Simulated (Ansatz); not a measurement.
## PbS in Ansatz: the effect of functional

The system is PbS.

```xyz
2
Lattice="2.0985 1.2116 3.4287 -2.0985 1.2116 3.4287 0.0000 -2.4231 3.4287" Properties=species:S:1:pos:R:3 pbc="T T T"
Pb    0.0000    0.0000   10.0863
S     0.0000    0.0000    4.8863
```

The cell is a database's computed one.

The cell isn't the ideal one: volume scaled by 0.98.

Alike in all runs:

```yaml
Program: Ansatz 0.2.0
Task: single point
Potentials_or_basis: Ansatz PAW
k_mesh: 8 × 8 × 8
Occupations: fermi-dirac, width 0.05 eV
Spin: no spin polarisation
```

Question: One run gave: gap on the mesh 0.28 eV; pressure -1.0 GPa; largest force 0.02 eV/Å. Which functional did it use?
A. r2SCAN
B. PBEsol
C. LDA

Answer: B.

| functional | cutoff | gap on the mesh (eV) | pressure (GPa) | largest force (eV/Å) |
| --- | --- | --- | --- | --- |
| PBEsol | 420 eV (not typed: the program's choice for these potentials) | 0.28 | -1.0 | 0.02 |
| LDA | 420 eV (not typed: the program's choice for these potentials) | 0.26 | -2.7 | 0.01 |
| r2SCAN | 500 eV (not typed: the program's choice for these potentials) | 0.63 | 1.2 | 0.02 |

Caveats: spin-orbit coupling is left out, which as a rule narrows the gap of such compounds by several tenths of an eV; the PAW data sets come from PBE, with cores solved anew for the run's functional, which leaves a small shift of forces and pressure.

A k mesh can miss the band edges.

Runs at the PBE level aren't shown here.
